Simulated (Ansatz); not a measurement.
# WSe2: a one-atom displacement scan

Aim: for WSe2, map the energy as atom 5 (Se) is pushed off its site.

Computed with Ansatz 0.2.0 (DFT PBE, scalar-relativistic, plane waves, PAW, unless a step's input says otherwise).

2 further runs of the same task are left out: 1 that didn't finish, 1 set aside as unsound or not needed.

## Step 1: The starting structure

Symmetry: P-6m2, No. 187, hexagonal system. Conventional cell: a = 3.321 Å, b = 3.321 Å, c = 31.021 Å, α = 90.00°, β = 90.00°, γ = 120.00°. W (site symmetry -6m2) is surrounded by 6 Se at 2.55 Å. W (site symmetry 3m) has 6 Se at 2.55 Å as nearest neighbours. Se (site symmetry 3m) is surrounded by 3 W at 2.55 Å.

As a file:

```cif
data_structure
_symmetry_space_group_name_H-M 'P 1'
_symmetry_Int_Tables_number 1
_cell_length_a 3.3206
_cell_length_b 3.3206
_cell_length_c 31.0210
_cell_angle_alpha 90.000
_cell_angle_beta 90.000
_cell_angle_gamma 120.000
_cell_volume 296.22
loop_
_atom_site_label
_atom_site_type_symbol
_atom_site_fract_x
_atom_site_fract_y
_atom_site_fract_z
_atom_site_occupancy
W1 W 0.66667 0.33333 0.00000 1
W2 W 0.33333 0.66667 0.75435 1
W3 W 0.33333 0.66667 0.24565 1
Se1 Se 0.33333 0.66667 0.05410 1
Se2 Se 0.66667 0.33333 0.80845 1
Se3 Se 0.66667 0.33333 0.29975 1
Se4 Se 0.33333 0.66667 0.94590 1
Se5 Se 0.66667 0.33333 0.70025 1
Se6 Se 0.66667 0.33333 0.19155 1
```

It goes back to an entry of the Materials Project, which need not be the stable form.

This cell was relaxed beforehand with the same method: volume 32.91 Å³/atom, gap on the mesh 1.53 eV.

## Step 2: Zero of energy

Reference values: F = -63973.9892 eV; pressure 0.00 GPa; largest force 0.000 eV/Å; gap on the mesh 1.53 eV. It was computed beforehand with the settings of the runs below.

## Step 3: The scan: a one-atom displacement scan

Atom 5 (Se) is moved by x along the Cartesian unit vector (0.707, 0.707, 0.000); the cell and all other atoms stay fixed. Forces below are components along that vector, summed over the moved atoms. In a periodic cell its images move with it.

## Step 4: x = -0.450 Å

Input file input.yaml:

```yaml
crystal:
  lattice:
    - [3.3206078107, 0.0, 0.0]
    - [-1.6603039053, 2.8757307201, 0.0]
    - [0.0, 0.0, 31.0209653925]
  atoms:
    - { symbol: W, position: [0.6666666667, 0.3333333333, 0.0] }
    - { symbol: W, position: [0.3333333333, 0.6666666667, 0.7543470704] }
    - { symbol: W, position: [0.3333333333, 0.6666666667, 0.2456529296] }
    - { symbol: Se, position: [0.3333333333, 0.6666666667, 0.0541018954] }
    - { symbol: Se, position: [0.5155166933, 0.2226838732, 0.8084497294] }
    - { symbol: Se, position: [0.6666666667, 0.3333333333, 0.2997487775] }
    - { symbol: Se, position: [0.3333333333, 0.6666666667, 0.9458981046] }
    - { symbol: Se, position: [0.6666666667, 0.3333333333, 0.7002512225] }
    - { symbol: Se, position: [0.6666666667, 0.3333333333, 0.1915502706] }
basis:
  ecutwfc: 420
kpoints:
  mp_grid: { grid: [12, 12, 1] }
hamiltonian:
  xc: pbe
scf:
  occupations: { method: gaussian, width: 0.05 }
output:
  forces: true
  stress: true
  eigenvalues: true
```

On the command line:

```console
$ ansatz run input.yaml --threads 2 --pin off --max-ram 5120MiB --backend cpu --events-out ev --progress --plain --runs-dir out
```

## Step 5: Point x = 0.300 Å

Edit input.yaml of step 4 so:

```diff
@@ -10,3 +10,3 @@
     - { symbol: Se, position: [0.3333333333, 0.6666666667, 0.0541018954] }
-    - { symbol: Se, position: [0.5155166933, 0.2226838732, 0.8084497294] }
+    - { symbol: Se, position: [0.7674333156, 0.4070996401, 0.8084497294] }
     - { symbol: Se, position: [0.6666666667, 0.3333333333, 0.2997487775] }
```

## Step 6: x = -0.150 Å

Edit input.yaml of step 5 so:

```diff
@@ -10,3 +10,3 @@
     - { symbol: Se, position: [0.3333333333, 0.6666666667, 0.0541018954] }
-    - { symbol: Se, position: [0.7674333156, 0.4070996401, 0.8084497294] }
+    - { symbol: Se, position: [0.6162833422, 0.29645018, 0.8084497294] }
     - { symbol: Se, position: [0.6666666667, 0.3333333333, 0.2997487775] }
```

## Step 7: x = 0.450 Å

Edit input.yaml of step 6 so:

```diff
@@ -10,3 +10,3 @@
     - { symbol: Se, position: [0.3333333333, 0.6666666667, 0.0541018954] }
-    - { symbol: Se, position: [0.6162833422, 0.29645018, 0.8084497294] }
+    - { symbol: Se, position: [0.8178166401, 0.4439827934, 0.8084497294] }
     - { symbol: Se, position: [0.6666666667, 0.3333333333, 0.2997487775] }
```

(Steps that only read results are left out.)

**Question.** What will these runs give?

**Answer**, as computed:

```
                                                        quantity       value
force constant along x, from the points at -0.150, 0 and 0.300 Å  8.47 eV/Å²
```

What this shows: Near the site the force constant is 8.47 eV/Å²; for the mass of Se against a rigid frame that is a vibration of about 171 cm⁻¹. The step of 0.30 Å is wide, so anharmonic terms mix in. No sampled point lies below the undisturbed cell. The well is lopsided: x = 0.450 Å costs 963 meV against 730 meV on the other side, and the dearer side brings atoms closer together. The gap on the mesh stays between 1.28 and 1.53 eV. These runs have no spin-orbit coupling; with W it would split and shift bands. The cell holds empty space of several Å, a single layer or slab in vacuum, so volume, pressure and the long edge depend on that space.
